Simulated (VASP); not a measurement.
# InAs (F-43m) in VASP: a series of runs, part 2 of 2

VASP 6.6.1.

## (4) Single point, LDA

This run uses another cell than the first one, of 27.49 Å³/atom, 1.064 times its volume.

INCAR

```
SYSTEM = InAs
PREC = Accurate ; ENCUT = 520
EDIFF = 1E-7 ; ISMEAR = 0
SIGMA = 0.02 ; LREAL = .False.
LASPH = .True. ; NELM = 80
ALGO = Normal ; ISIF = 2
LWAVE = .False. ; LCHARG = .False.
NBANDS = 16
```

KPOINTS

```
Automatic mesh
0
Gamma
  12 12 12
  0 0 0
```

POSCAR

```
InAs
1.0
    0.0000000000      3.0180000000      3.0180000000
    3.0180000000      0.0000000000      3.0180000000
    3.0180000000      3.0180000000      0.0000000000
In As
1 1
Direct
    0.0000000000      0.0000000000      0.0000000000
    0.7500000000      0.7500000000      0.7500000000
```

Potentials or basis: VASP PAW LDA potentials, release 64 (In_d, As).

The run is started by

```console
> cat potpaw_LDA.64/In_d/POTCAR potpaw_LDA.64/As/POTCAR > POTCAR
> mpirun -np 1 vasp_std > vasp.out
```

OUTCAR:

```text
SYSTEM = InAs
   PREC = Accurate
   ENCUT = 520
   EDIFF = 1E-7
   ISMEAR = 0
   LREAL = .False.
   LASPH = .True.
   NELM = 80
   ISIF = 2

 ion  position               nearest neighbor table
   1  0.000  0.000  0.000-   2 2.61   2 2.61   2 2.61   2 2.61
   2  0.750  0.750  0.750-   1 2.61   1 2.61   1 2.61   1 2.61

  LATTYP: Found a face centered cubic cell.
 ALAT       =     6.0360000000

  Lattice vectors:

 A1 = (   0.0000000000,   3.0180000000,   3.0180000000)
 A2 = (   3.0180000000,   0.0000000000,   3.0180000000)
 A3 = (   3.0180000000,   3.0180000000,   0.0000000000)

Analysis of symmetry for initial positions (statically):
=====================================================================
 Subroutine PRICEL returns:
 Original cell was already a primitive cell.

 Routine SETGRP: Setting up the symmetry group for a
 face centered cubic supercell.

 Subroutine GETGRP returns: Found 24 space group operations
 (whereof 24 operations were pure point group operations)
 out of a pool of 48 trial point group operations.

The static configuration has the point symmetry T_d .

Analysis of symmetry for dynamics (positions and initial velocities):
=====================================================================
 Subroutine PRICEL returns:
 Original cell was already a primitive cell.

 Routine SETGRP: Setting up the symmetry group for a
 face centered cubic supercell.

 Subroutine GETGRP returns: Found 24 space group operations
 (whereof 24 operations were pure point group operations)
 out of a pool of 48 trial point group operations.

The dynamic configuration has the point symmetry T_d .

 Subroutine INISYM returns: Found 24 space group operations
 (whereof 24 operations are pure point group operations),
 and found     1 'primitive' translations

----------------------------------------------------------------------------------------

[... 105 lines left out ...]
   EMIN   =  10.00;   EMAX   =-10.00  energy-range for DOS
   EFERMI =   0.00;   METHOD = LEGACY
   ISMEAR =     0;   SIGMA  =   0.02  broadening in eV -4-tet -1-fermi 0-gaus
   EFERMI_NEDOS =   21; number of points for ismear=-14 and -15
   IALGO  =     38    algorithm
   IMIX   =      4    mixing-type and parameters
     AMIX     =   0.40;   BMIX     =  1.00
     AMIX_MAG =   1.60;   BMIX_MAG =  1.00
  volume/ion in A,a.u.               =      27.49       185.50
  Fermi-wavevector in a.u.,A,eV,Ry     =   1.128331  2.132236 17.321990  1.273130
  Thomas-Fermi vector in A             =   2.265020
   LORBIT       =      0    0 simple, 1 ext, 2 COOP (PROOUT), +10 PAW based schemes
   GGA     = CA    functional components
   LHFCALC =     F    Hartree Fock is set to
   AEXX    =    0.0000 exact exchange contribution
   IVDW    =     0    specifies the selected vdW correction
   LEPSILON=     F    determine dielectric tensor
   LRPA    =     F    only Hartree local field effects (RPA)
 non-spin polarized calculation
 Gauss-broadening in eV      SIGMA  =   0.02
  energy-cutoff  :      520.00
  volume of cell :       54.98
 maximum number of plane-waves:      1492
   NGX = 15   NGY = 15   NGZ = 15

 number of electron      17.9999991 magnetization

 Free energy of the ion-electron system (eV)
  ---------------------------------------------------
  ext. energy  EPLUGINS =         0.00000000
  ---------------------------------------------------
  free energy    TOTEN  =        -9.02978635 eV

  energy without entropy =       -9.02976849  energy(sigma->0) =       -9.02977742

 E-fermi :   4.3992     XC(G=0):  -9.4358

 val. band max:        4.3931239958   @ k =   0.0000   0.0000   0.0000
 cond. band min:       5.1219962030   @ k =   0.0833   0.0000   0.0000
 fundamental gap:      0.7288722072
 Fermi energy:         4.3992152526

 k-point     1 :       0.0000    0.0000    0.0000
  band No.  band energies     occupation
      1      -9.9743      2.00000
      2      -9.9743      2.00000
      3      -9.9743      2.00000
      4      -9.8435      2.00000
      5      -9.8435      2.00000
      6      -7.5567      2.00000
[... 433 lines left out ...]
      3      -9.9290      2.00000
      4      -9.8431      2.00000
      5      -9.8373      2.00000
      6      -5.9067      2.00000
[... 8 lines left out ...]
     15      14.0576      0.00000
     16      14.4296      0.00000

 [... further k-points ...]
[... 5 lines left out ...]
  --------------------------------------------------------------------------------------
  -------------------------------------------------------------------------------------
  Total       -0.0537927     -0.0537927     -0.0537927      0.0000000      0.0000000     -0.0000000
  in kB       -1.5676409     -1.5676409     -1.5676409      0.0000000      0.0000000     -0.0000000
  external PRESSURE =      -1.5676409 kB  Pullay stress =       0.0000000 kB

 VOLUME and BASIS-vectors are now :
 -----------------------------------------------------------------------------
  energy-cutoff  :      520.00
  volume of cell :       54.98
      direct lattice vectors                 reciprocal lattice vectors
     0.000000000  3.018000000  3.018000000    -0.165672631  0.165672631  0.165672631
     3.018000000  0.000000000  3.018000000     0.165672631 -0.165672631  0.165672631
     3.018000000  3.018000000  0.000000000     0.165672631  0.165672631 -0.165672631

 POSITION                                       TOTAL-FORCE (eV/Angst)
 -----------------------------------------------------------------------------------
      0.00000      0.00000      0.00000         0.000000      0.000000      0.000000
      4.52700      4.52700      4.52700        -0.000000     -0.000000     -0.000000
 -----------------------------------------------------------------------------------
    total drift:                                0.000000      0.000000      0.000000

  FREE ENERGIE OF THE ION-ELECTRON SYSTEM (eV)
  ---------------------------------------------------
  free  energy   TOTEN  =        -9.0297863484 eV

  energy  without entropy=       -9.0297684940  energy(sigma->0) =       -9.02977742
```

OSZICAR:

```text
N       E                     dE             d eps       ncg     rms          rms(c)
DAV:   1     0.112686304129E+03    0.11269E+03   -0.83228E+03  2320   0.122E+03
DAV:   2    -0.152605407802E+01   -0.11421E+03   -0.10951E+03  2552   0.298E+02
DAV:   3    -0.914547495052E+01   -0.76194E+01   -0.75848E+01  2968   0.760E+01
DAV:   4    -0.933687699744E+01   -0.19140E+00   -0.19136E+00  2880   0.133E+01
DAV:   5    -0.934514076785E+01   -0.82638E-02   -0.82637E-02  3376   0.237E+00    0.471E+00
DAV:   6    -0.907202973557E+01    0.27311E+00   -0.36713E-01  3656   0.104E+01    0.261E+00
DAV:   7    -0.903324090010E+01    0.38789E-01   -0.10617E-01  3304   0.292E+00    0.682E-01
DAV:   8    -0.902987522466E+01    0.33657E-02   -0.11671E-02  2880   0.123E+00    0.219E-01
DAV:   9    -0.902976277472E+01    0.11245E-03   -0.77577E-04  2960   0.237E-01    0.132E-01
DAV:  10    -0.902978441735E+01   -0.21643E-04   -0.10939E-04  3488   0.171E-01    0.676E-02
DAV:  11    -0.902978863909E+01   -0.42217E-05   -0.30726E-05  3424   0.103E-01    0.453E-02
DAV:  12    -0.902978631054E+01    0.23285E-05   -0.44758E-06  3400   0.268E-02    0.728E-03
DAV:  13    -0.902978634839E+01   -0.37853E-07   -0.63908E-07  2968   0.445E-03
   1 F= -.90297863E+01 E0= -.90297774E+01  d E =-.178544E-04
```

stdout:

```text
POSCAR found type information on POSCAR InAs
 POSCAR found :  2 types and       2 ions
 scaLAPACK will be used
 LDA part: xc-table for (Slater(with rela. corr.)+CA(PZ))
 , standard interpolation
 POSCAR, INCAR and KPOINTS ok, starting setup
 FFT: planning ... GRIDC
 FFT: planning ... GRID_SOFT
 FFT: planning ... GRID
 WAVECAR not read
 entering main loop
```

Run time: 18 s. Hardware: 1 thread of Intel Xeon 6975P-C (Granite Rapids), shared host; peak memory 0.19 GiB.

Results:

| Property | Result |
| --- | --- |
| Free energy | -9.0298 eV |
| Pressure | -0.2 GPa |
| Band gap on the k mesh | zero (filled and empty bands touch) |

Levels at points of the mesh, in eV from the Fermi level:
| k point | band 5 | band 6 | band 7 | band 8 | band 9 | band 10 | band 11 | band 12 | band 13 | band 14 |
| --- | --- | --- | --- | --- | --- | --- | --- | --- | --- | --- |
| (0.00, 0.00, 0.00) | -14.24 | -11.96 | -0.37 | -0.01 | -0.01 | -0.01 | 3.82 | 3.82 | 3.82 | 7.30 |
| (0.50, 0.00, 0.00) | -14.23 | -10.46 | -5.87 | -1.01 | -1.01 | 0.81 | 4.60 | 4.60 | 6.69 | 8.87 |
| (0.50, 0.50, 0.00) | -14.22 | -9.91 | -5.95 | -2.37 | -2.37 | 1.41 | 1.95 | 9.03 | 9.17 | 9.17 |

Caveat: spin-orbit coupling is left out, which moves the levels of the heavy elements.

## (5) Single point, LDA

This run uses another cell than the first one, of 28.31 Å³/atom, 1.096 times its volume.

INCAR

```
SYSTEM = InAs
ALGO     = Normal         ! electronic algorithm
EDIFF    = 1E-7           ! SCF threshold, eV
ENCUT    = 520            ! plane-wave cutoff, eV
GGA      = CA             ! functional
ISIF     = 2              ! what is computed and relaxed
ISMEAR   = 0              ! smearing method
LASPH    = .TRUE.         ! aspherical terms in the spheres
LCHARG   = .FALSE.        ! write CHGCAR
LREAL    = .FALSE.        ! projectors in reciprocal space
LWAVE    = .FALSE.        ! write WAVECAR
NBANDS   = 16             ! bands
NELM     = 60             ! most SCF steps
PREC     = Accurate       ! precision mode
SIGMA    = 0.02           ! smearing width, eV
```

KPOINTS

```
k-points
0
G
  12 12 12
  0 0 0
```

POSCAR

```
InAs
1.0
    0.0000000000      3.0478831316      3.0478831316
    3.0478831316      0.0000000000      3.0478831316
    3.0478831316      3.0478831316      0.0000000000
In As
1 1
Direct
    0.0000000000      0.0000000000      0.0000000000
    0.7500000000      0.7500000000      0.7500000000
```

Potentials or basis: VASP PAW LDA potentials, release 64 (In_d, As).

The run is started by

```console
> cat potpaw_LDA.64/In_d/POTCAR potpaw_LDA.64/As/POTCAR > POTCAR
> mpirun -np 1 vasp_std > vasp.out
```

OUTCAR:

```text
SYSTEM = InAs
   EDIFF = 1E-7
   ENCUT = 520
   GGA = CA
   ISIF = 2
   ISMEAR = 0
   LASPH = .TRUE.
   LREAL = .FALSE.
   NELM = 60
   PREC = Accurate

 ion  position               nearest neighbor table
   1  0.000  0.000  0.000-   2 2.64   2 2.64   2 2.64   2 2.64
   2  0.750  0.750  0.750-   1 2.64   1 2.64   1 2.64   1 2.64

  LATTYP: Found a face centered cubic cell.
 ALAT       =     6.0957662632

  Lattice vectors:

 A1 = (   0.0000000000,   3.0478831316,   3.0478831316)
 A2 = (   3.0478831316,   0.0000000000,   3.0478831316)
 A3 = (   3.0478831316,   3.0478831316,   0.0000000000)
[... 624 lines left out ...]
      4     -10.0944      2.00000
      5     -10.0893      2.00000
      6      -6.1188      2.00000
[... 8 lines left out ...]
     15      13.6701      0.00000
     16      14.0273      0.00000

 [... further k-points ...]
[... 5 lines left out ...]
  --------------------------------------------------------------------------------------
  -------------------------------------------------------------------------------------
  Total       -0.6343210     -0.6343210     -0.6343210      0.0000000      0.0000000     -0.0000000
  in kB      -17.9471203    -17.9471203    -17.9471203      0.0000000      0.0000000     -0.0000000
  external PRESSURE =     -17.9471203 kB  Pullay stress =       0.0000000 kB

 VOLUME and BASIS-vectors are now :
 -----------------------------------------------------------------------------
  energy-cutoff  :      520.00
  volume of cell :       56.63
      direct lattice vectors                 reciprocal lattice vectors
     0.000000000  3.047883132  3.047883132    -0.164048285  0.164048285  0.164048285
     3.047883132  0.000000000  3.047883132     0.164048285 -0.164048285  0.164048285
     3.047883132  3.047883132  0.000000000     0.164048285  0.164048285 -0.164048285

 POSITION                                       TOTAL-FORCE (eV/Angst)
 -----------------------------------------------------------------------------------
      0.00000      0.00000      0.00000        -0.000000     -0.000000      0.000000
      4.57182      4.57182      4.57182         0.000000      0.000000     -0.000000
 -----------------------------------------------------------------------------------
    total drift:                                0.000000      0.000000      0.000000

  FREE ENERGIE OF THE ION-ELECTRON SYSTEM (eV)
  ---------------------------------------------------
  free  energy   TOTEN  =        -9.0199745315 eV

  energy  without entropy=       -9.0199566770  energy(sigma->0) =       -9.01996560
```

OSZICAR:

```text
N       E                     dE             d eps       ncg     rms          rms(c)
DAV:   1     0.113440606494E+03    0.11344E+03   -0.83178E+03  2328   0.121E+03
DAV:   2    -0.131745069346E+01   -0.11476E+03   -0.10986E+03  2504   0.294E+02
DAV:   3    -0.910975535641E+01   -0.77923E+01   -0.77559E+01  3016   0.761E+01
DAV:   4    -0.931366211228E+01   -0.20391E+00   -0.20386E+00  2824   0.137E+01
DAV:   5    -0.932351869537E+01   -0.98566E-02   -0.98565E-02  3528   0.255E+00    0.450E+00
DAV:   6    -0.905938811753E+01    0.26413E+00   -0.36260E-01  3648   0.101E+01    0.248E+00
DAV:   7    -0.902342814816E+01    0.35960E-01   -0.98785E-02  3264   0.271E+00    0.674E-01
DAV:   8    -0.902004750593E+01    0.33806E-02   -0.10651E-02  2936   0.117E+00    0.201E-01
DAV:   9    -0.901994822153E+01    0.99284E-04   -0.72071E-04  2936   0.233E-01    0.122E-01
DAV:  10    -0.901997186393E+01   -0.23642E-04   -0.95558E-05  3480   0.151E-01    0.641E-02
DAV:  11    -0.901997660354E+01   -0.47396E-05   -0.25576E-05  3328   0.917E-02    0.444E-02
DAV:  12    -0.901997449930E+01    0.21042E-05   -0.36815E-06  3352   0.226E-02    0.694E-03
DAV:  13    -0.901997453146E+01   -0.32166E-07   -0.56891E-07  3000   0.402E-03
   1 F= -.90199745E+01 E0= -.90199656E+01  d E =-.178544E-04
```

It took 17 s on 1 thread of Intel Xeon 6975P-C (Granite Rapids), shared host; peak memory 0.2 GiB.

Results:

* Free energy: -9.0200 eV
* Pressure: -1.8 GPa
* Band gap on the k mesh: zero (filled and empty bands touch)

Caveat: spin-orbit coupling is left out, which moves the levels of the heavy elements.

## (6) Overview

```tsv
cell	gap on the mesh (eV)	pressure (GPa)
a = 4.181 Å, angles 60.0°, 2 atoms	none	4.1
a = 4.225 Å, angles 60.0°, 2 atoms	none	1.8
a = 4.268 Å, angles 60.0°, 2 atoms	none	-0.2
a = 4.310 Å, angles 60.0°, 2 atoms	none	-1.8
```

Alike in all rows: task single point; level LDA; potentials or basis VASP PAW LDA potentials, release 64 (In_d, As); no spin polarisation; k mesh 12 × 12 × 12; cutoff (eV) 520; smearing gaussian 0.02 eV.

Caveats: spin-orbit coupling is left out, which moves the levels of the heavy elements.

Absolute energies hang on the potentials; compare differences alone.

## (7) Against experiment

Step 3. Measured gap of InAs: 0.418 eV (direct; 4.2 K; a printed reference work, data compilation). This calculation gives 0.00 eV (-0.42 eV). Spin-orbit coupling on As, In is left out. The value is that of LDA on a finite k mesh, which can miss the band edges, without temperature or zero-point motion. Semilocal functionals fall short of measured gaps as a rule.

Step 4. Measured gap of InAs: 0.418 eV (direct; 4.2 K; a printed reference work, data compilation). This calculation gives 0.00 eV (-0.42 eV). Spin-orbit coupling on As, In is left out. The value is that of LDA on a finite k mesh, which can miss the band edges, without temperature or zero-point motion. Semilocal functionals fall short of measured gaps as a rule.

Step 5. Against the measured gap of InAs, 0.418 eV (direct; 4.2 K; a printed reference work, data compilation), the calculated 0.00 eV is off by -0.42 eV. Spin-orbit coupling on As, In is left out. The value is that of LDA on a finite k mesh, which can miss the band edges, without temperature or zero-point motion. Semilocal functionals fall short of measured gaps as a rule.
